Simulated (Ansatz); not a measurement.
# CoO (P-6m2) in Ansatz: further runs, part 2 of 2

Ansatz 0.2.0.

## 3. Relaxation of cell and atoms, PBE+D4, collinear spin, ferromagnetic start

input.yaml

```yaml
crystal:
  lattice:
    - [2.85629923, 0.0, 0.0]
    - [-1.42814961, 2.47362769, 0.0]
    - [0.0, 0.0, 2.78760653]
  atoms:
    - { symbol: Co, position: [0.0, 0.0, 0.0], spin: 2.0 }
    - { symbol: O, position: [0.6666666667, 0.3333333333, 0.5] }
hamiltonian:
  xc: pbe
  pseudopotentials: { kind: paw }
  dispersion: d4
magnetization:
  spin_polarized: true
kpoints:
  mp_grid: { grid: [11, 11, 10] }
scf:
  occupations: { method: fermi_dirac, width: 0.05 }
output:
  forces: true
  stress: true
  eigenvalues: true
  write_density: true
  write_potential: true
  elf: true
  volumetric_format: npy
relax:
  f_tol: 0.01
  max_steps: 40
  cell: { stress_tol: 0.05 }
```

Potentials or basis: Ansatz PAW.

Run with:

```sh
$ ansatz run input.yaml --threads 2 --pin off --max-ram 5632MiB --backend cpu --events-out ev --progress --plain --runs-dir out
```

Standard output:

```text
Warning: RAYON_NUM_THREADS=2 ignored (pool sized by the plan → 2); use --threads N
Engine: ansatz 0.2.0, aarch64-unknown-linux-gnu
Pseudopotentials: kind: paw
Pseudopotential: Co, paw, valence charge 17, recommended cutoff 420 eV (normal), Co.paw.azcp
Pseudopotential: O, paw, valence charge 6, recommended cutoff 420 eV (normal), O.paw.azcp
Functional definition: PBE
  parameter kappa = 0.804
  parameter beta = 0.06672455060314922
  exchange = pbe_x(kappa = kappa, mu = beta*pi^2/3)
  correlation = pbe_c(beta = beta)
Crystal: 2 atoms, lattice volume = 19.696 Å³
Basis set: ecut = 420 eV, 405 PW (Γ), exchange–correlation on 40×40×40 points (8 copies of the dense FFT grid, shifted against one another)
Bands: 17, of which v1, the nominal top of the filled ones, is band 12 counted from 1 (11 counted from 0)
Symmetry: 12 space group operations
Space group: P-6m2 (ITA 187), of the structure as read, at distance tolerance 2.7e-5 Å
Magnetic group: BNS 187.209 (UNI 1439), of the structure as read, at distance tolerance 2.7e-5 Å
k-points: 96 of 1210 (time reversal used)
Non-local potential: Co, projectors of the file, l = 0: 3, l = 1: 2, l = 2: 3, l = 3: 1
Non-local potential: O, projectors of the file, l = 0: 2, l = 1: 2, l = 2: 1
PAW form: soft (Blöchl's): semilocal exchange-correlation on the pseudo side does not see the compensation charge
PAW one-centre angular grid: Co, 590 points (default); XC on 64 Gauss nodes
PAW one-centre angular grid: O, 110 points (default); XC on 64 Gauss nodes
Initial density: superposition of atomic densities (chi_scale 0.1, normalization cell, long waves kept (reshape's long-wave potential 0.00 eV rms))
Starting moments: Σ|m| = 2 μB on 1 of 2 sites
Initial wavefunctions: pseudopotential atomic-orbital guess
Functional: x = pbe(κ = 0.804, μ = 0.2195149727645171), c = pbe(β = 0.06672455060314922)
SCF iter   1: F=—  HF=-5691.600069 eV  |F-HF|=—  |Δ(HF+E_count)|=         —  Δρ=1.19e-1 (↑1.19e-1 ↓9.88e-2)  dr2=7.02e0  dr2_m=1.69e-1  M=2.176 μB ∫|m|=2.182 μB  β_m=0.30  ethr=3.10e-3  ⟨swp⟩=5.6  Hψ=14289  notcnv=0
Mixer restart at iter 1: flushing history
preconditioner: auto → none  [metal: Δε(μ)=0.004 eV  Ē_g=13.278 eV  σ=0.050 eV  W_gap=0.02  n_scr=8 (ndim 8)  ℏωp=32.4 eV  f_vac=0.000  D(μ)=4.89/eV (n_scr^D=82)  sad-step TF]
SCF iter   2: F=—  HF=-5692.047093 eV  |F-HF|=—  |Δ(HF+E_count)|=   4.47e-1  Δρ=6.00e-2 (↑6.00e-2 ↓4.32e-2)  dr2=7.07e-1  dr2_m=3.26e-1  M=2.436 μB ∫|m|=2.445 μB  β_m=0.36  ethr=3.10e-3  ⟨swp⟩=3.0  Hψ=8369  notcnv=0  defer=29
SCF iter   3: F=—  HF=-5692.283057 eV  |F-HF|=—  |Δ(HF+E_count)|=   2.36e-1  Δρ=4.71e-2 (↑4.28e-2 ↓4.71e-2)  dr2=6.89e-2  dr2_m=3.27e-1  M=2.648 μB ∫|m|=2.663 μB  β_m=0.23  ethr=3.07e-3  ⟨swp⟩=2.0  Hψ=5671  notcnv=0  defer=25
SCF iter   4: F=—  HF=-5692.385307 eV  |F-HF|=—  |Δ(HF+E_count)|=         —  Δρ=5.54e-2 (↑4.69e-2 ↓5.54e-2)  dr2=5.79e-2  dr2_m=4.55e-1  M=2.997 μB ∫|m|=3.030 μB  β_m=0.68  ethr=3.00e-4  ⟨swp⟩=2.6  Hψ=5750  notcnv=0  defer=26
Mixer restart at iter 4: flushing history
SCF iter   5: F=—  HF=-5692.427926 eV  |F-HF|=—  |Δ(HF+E_count)|=   4.26e-2  Δρ=3.10e-2 (↑2.05e-2 ↓3.10e-2)  dr2=1.13e-1  dr2_m=8.84e-2  M=3.000 μB ∫|m|=3.045 μB  β_m=0.84  ethr=2.52e-4  ⟨swp⟩=3.0  Hψ=6518  notcnv=0  defer=33
SCF iter   6: F=—  HF=-5692.551919 eV  |F-HF|=—  |Δ(HF+E_count)|=   1.24e-1  Δρ=2.10e-2 (↑2.03e-2 ↓2.10e-2)  dr2=2.02e-1  dr2_m=4.37e-3  M=3.000 μB ∫|m|=3.049 μB  β_m=0.70  ethr=2.52e-4  ⟨swp⟩=3.0  Hψ=8507  notcnv=0  defer=45
SCF iter   7: F=—  HF=-5692.517399 eV  |F-HF|=—  |Δ(HF+E_count)|=   3.45e-2  Δρ=1.21e-2 (↑7.31e-3 ↓1.21e-2)  dr2=3.87e-2  dr2_m=2.13e-3  M=3.000 μB ∫|m|=3.056 μB  β_m=0.58  ethr=2.52e-4  ⟨swp⟩=3.0  Hψ=8580  notcnv=0  defer=52
[... 97 lines left out ...]
SCF iter   3: F=—  HF=-5692.547557 eV  |F-HF|=—  |Δ(HF+E_count)|=   6.30e-9  Δρ=3.17e-6 (↑3.17e-6 ↓2.91e-6)  dr2=1.59e-9  dr2_m=6.33e-11  M=3.000 μB ∫|m|=3.052 μB  β_m=0.65  ethr=1.09e-10  ⟨swp⟩=2.3  Hψ=4503  notcnv=0
SCF iter   4: F=—  HF=-5692.547557 eV  |F-HF|=—  |Δ(HF+E_count)|=   1.11e-8  Δρ=2.01e-6 (↑1.46e-6 ↓2.01e-6)  dr2=1.32e-9  dr2_m=3.22e-11  M=3.000 μB ∫|m|=3.052 μB  β_m=0.54  ethr=6.90e-12  ⟨swp⟩=2.0  Hψ=4721  notcnv=0
SCF iter   5: F=—  HF=-5692.547557 eV  |F-HF|=—  |Δ(HF+E_count)|=  2.14e-10  Δρ=5.04e-7 (↑3.91e-7 ↓5.04e-7)  dr2=3.33e-11  dr2_m=2.53e-11  M=3.000 μB ∫|m|=3.052 μB  β_m=0.77  ethr=5.75e-12  ⟨swp⟩=2.6  Hψ=5179  notcnv=0
SCF iter   6: F=—  HF=-5692.547557 eV  |F-HF|=—  |Δ(HF+E_count)|=  1.10e-10  Δρ=1.54e-7 (↑6.83e-8 ↓1.54e-7)  dr2=6.91e-13  dr2_m=1.59e-12  M=3.000 μB ∫|m|=3.052 μB  β_m=0.89  ethr=1.00e-12  ⟨swp⟩=1.8  Hψ=3966  notcnv=0
SCF iter   7: F=-5692.547557 eV  HF=-5692.547557 eV  |F-HF|=1.82e-12  |Δ(HF+E_count)|=  5.46e-12  Δρ=1.39e-7 (↑1.06e-8 ↓1.39e-7)  dr2=2.34e-12  dr2_m=8.27e-13  M=3.000 μB ∫|m|=3.052 μB  ethr=1.00e-12  ⟨swp⟩=3.4  Hψ=11840  notcnv=0
SCF 8 converged in 7 iterations: F = -5692.547557 eV  dr2 = 2.34e-12
relax step   8: F+E_penalty+E_count = -5692.54755690 eV  Δ(F+E_penalty+E_count) = +1.308e-4 eV  max|allowed force component| = 3.238e-17 eV/Å  Δτ_max = 0.0000 Å  P = -0.007 GPa  Ω = 18.514 Å³  stress off target by 8.59e-3 GPa  SCF on the basis re-selected at this cell (its energy is not comparable with the rows above)  (7 SCF iters)
basis re-selected at this cell: Δ(F+E_penalty+E_count) = +1.308e-4 eV, ΔP = -0.006 GPa vs the last step (what re-selecting the basis moved, of the pressure what is left beyond the Pulay correction that the steps carried, after the strain that the cell walked since its last selection, with what the two solves' SCF thresholds leave and, on support functions, any second-order correction that the steps lacked; it is no measure of the basis error at this ecutwfc). This SCF's stress stands 8.59e-3 GPa from its target on what of the cell is left free (relax.cell.stress_tol is 5.00e-2 GPa) and its largest allowed force component is 3.24e-17 eV/Å (relax.f_tol is 1.00e-2 eV/Å): within both
SCF converged after 7 iterations
Magnetization: 2.9999 μB (12.9999 up, 10.0001 down)
Absolute magnetization: 3.0520 μB (∫|ρ↑−ρ↓|, with the PAW one-centre terms)
Spin contamination: 0.0117 ħ² per cell (⟨S²⟩ above its minimum at these occupations)
Per-site moments (μB) at R_I (Å): [(2.497625198339752, 0.8718900760261324), (0.42570818443657227, 0.8718900760261324)]
Free energy (F): -5692.547557 eV
Harris-Foulkes:  -5692.547557 eV  (|F-HF|=1.82e-12)
Internal energy: -5692.521433 eV  (E = F + TS)
E sigma→0 (E₀):  -5692.534495 eV
Entropy (-TS):   -0.026123 eV (-13.062 meV/atom)
Fermi energy:    14.731909 eV
--- Per-component energies (eV) ---
  E_band       = -292.776249
  E_kinetic    = 618.956888
  E_local      = -3388.953012  (includes V_loc(G=0)·N_el)
  E_nonlocal   = 512.004895
  E_hartree    = 1393.340065
  E_xc         = -229.332183
  E_vxc        = -294.797787  (∫ρ·V_xc dr)
  E_paw        = -1675.592247  (= ΣΔE_a)
  E_vpaw       = -526.669758  (= ΣTr[D̂ρ^β])
  E_aug_tail   = 0.002318  (compensation charges beyond the density's cutoff)
  E_ewald      = -2922.393986
  E_disp       = -0.554172  (pairwise vdW)
  E_smearing   = -0.026123  (= −TS)
  E_closure    = 0.000000  (closes the sum)
  Σ components = -5692.547557   (vs F -5692.547557, Δ=0.00e0)
--- Forces (eV/Å), atoms counted from 1 ---
  atom   1  Co     0.00000000    -0.00000000     0.00000000
  atom   2  O     -0.00000000     0.00000000     0.00000000
  max |Σ_I F_I| component: 9.25e-18 eV/Å
--- Stress (GPa, compression-positive) ---
       -0.008591       0.000000       0.000000
        0.000000      -0.008591       0.000000
        0.000000       0.000000      -0.002488
  P = ⅓ Tr σ = -0.0066 GPa (-0.066 kbar)
--- Band table (eV; the first three rows and the last of 192) ---
  k-point 0 ↑: bands = ["-82.5037", "-45.9454", "-45.6394", "-45.6394", "-6.0294", "9.6267", "9.6267", "10.2354", "10.8776", "11.7814", "11.7814", "13.6817", "13.6817", "15.4327", "29.3335", "30.9526", "30.9526"]
  k-point 1 ↑: bands = ["-82.5031", "-45.9518", "-45.6388", "-45.6388", "-5.9391", "9.5242", "9.6730", "9.6730", "11.1271", "11.6905", "11.6905", "13.6991", "13.6991", "15.9707", "28.8233", "31.1982", "31.1982"]
  k-point 2 ↑: bands = ["-82.5016", "-45.9684", "-45.6374", "-45.6374", "-5.6913", "8.2250", "9.7863", "9.7863", "11.5008", "11.5008", "11.5159", "13.6991", "13.6991", "17.1416", "27.3648", "31.9236", "31.9236"]
  k-point 95 ↓: bands = ["-79.4165", "-42.8273", "-42.7754", "-42.7611", "-3.3734", "8.1784", "8.4034", "9.8682", "13.5624", "14.8309", "15.0994", "15.8126", "17.0774", "20.9492", "23.7889", "27.4685", "29.3223"]
--- Relaxed structure (6 steps of the walk, 6 accepted, 2 SCFs on fresh bases) ---
  F+E_penalty+E_count = -5692.54755690 eV   max|allowed force component| = 3.238e-17 eV/Å   (the final SCF, on the basis selected at the relaxed cell)
  cell:  # Å, volume = 18.5136 Å³
    - [2.8058109887770035, -2.8357248041592586e-9, 0.0]
    - [-1.402905491932692, 2.429903595916282, 0.0]
    - [0.0, 0.0, 2.7154531179112507]
  atoms:
    - { symbol: Co, position: [-3.700743415524894e-17, -1.9464630985900905e-34, 0.0] }
    - { symbol: O, position: [0.6666666666666666, 0.3333333333333333, 0.5] }
```

v_z.tsv:

```text
# z_ang	v_es[eV]	v_tot_up[eV]	v_tot_dn[eV]
# format = ansatz-planar-average/11
# xc	pbe
# density_cutoff_ev	1680
# datasets	Co=:simpson_from_first_knot:soft	O=:simpson_from_first_knot:soft
# lattice	2.805810989	-0.000000003	0.000000000
# lattice	-1.402905492	2.429903596	0.000000000
# lattice	0.000000000	0.000000000	2.715453118
# sites	2
# site	27	-0.000000000	0.000000000	0.000000000
# site	8	1.402905495	0.809967863	1.357726559
0.000000	-1.886278e0	-1.609448e1	-1.603282e1
0.135773	-1.311509e0	-1.529984e1	-1.516047e1
0.271545	4.209879e-1	-1.302338e1	-1.270092e1
0.407318	3.093014e0	-9.663864e0	-9.159557e0
0.543091	6.365628e0	-5.781167e0	-5.214020e0
0.678863	9.194347e0	-2.614802e0	-2.140939e0
[... 12 lines left out ...]
2.443908	4.209879e-1	-1.302338e1	-1.270092e1
2.579680	-1.311509e0	-1.529984e1	-1.516047e1
```

Wall time 39 s (2 threads of Arm Neoverse V2, shared host); peak memory 0.35 GiB.

Results:

- Free energy: -5692.5476 eV
- Relaxed volume: 9.26 Å³/atom
- Relaxed cell: a = 2.806 Å, b = 2.806 Å, c = 2.715 Å, α = 90.00°, β = 90.00°, γ = 120.00°
- Space group after relaxing (to 0.05 Å): P-6m2 (No. 187)
- Energy gained by relaxing: 17.9 meV/atom
- Ionic steps: 8
- Pressure after relaxing: 0.0 GPa
- Band gap on the k mesh: none (metal or under the smearing width)
- Net moment: 3.00 μB per cell
- Absolute moment: 3.05 μB per cell
- Site moments: Co +2.50; O +0.43 μB

The path:
```csv
step,energy change (eV),largest force (eV/Å),volume (Å³)
1,0.0000,0.0000,19.70
2,-0.0366,0.0000,19.05
3,-0.0397,0.0000,18.55
4,-0.0398,0.0000,18.54
5,-0.0358,0.0000,18.54
6,-0.0360,0.0000,18.51
7,-0.0360,0.0000,18.51
8,-0.0358,0.0000,18.51
```

Final structure:
```
Co O
1.0
     2.80581    0.00000    0.00000
    -1.40291    2.42990    0.00000
     0.00000    0.00000    2.71545
Co O
1 1
Direct
  0.00000 0.00000 0.00000
  0.66667 0.33333 0.50000
```

Caveat: the plane-wave basis is chosen anew once the cell has moved, so the energies of steps on either side of that aren't comparable; the pressure holds a Pulay correction of +0.8 GPa for the finite cutoff; a cell with one magnetic atom can't hold antiferromagnetic order, which such compounds often take; semilocal functionals often make such compounds metallic where correlation or magnetic order opens a gap, which also shifts bond lengths; pairwise dispersion overbinds metals, which lowers pressure and volume. With open d or f shells a metallic result of PBE can be an artefact of self-interaction; +U or a hybrid may open a gap.
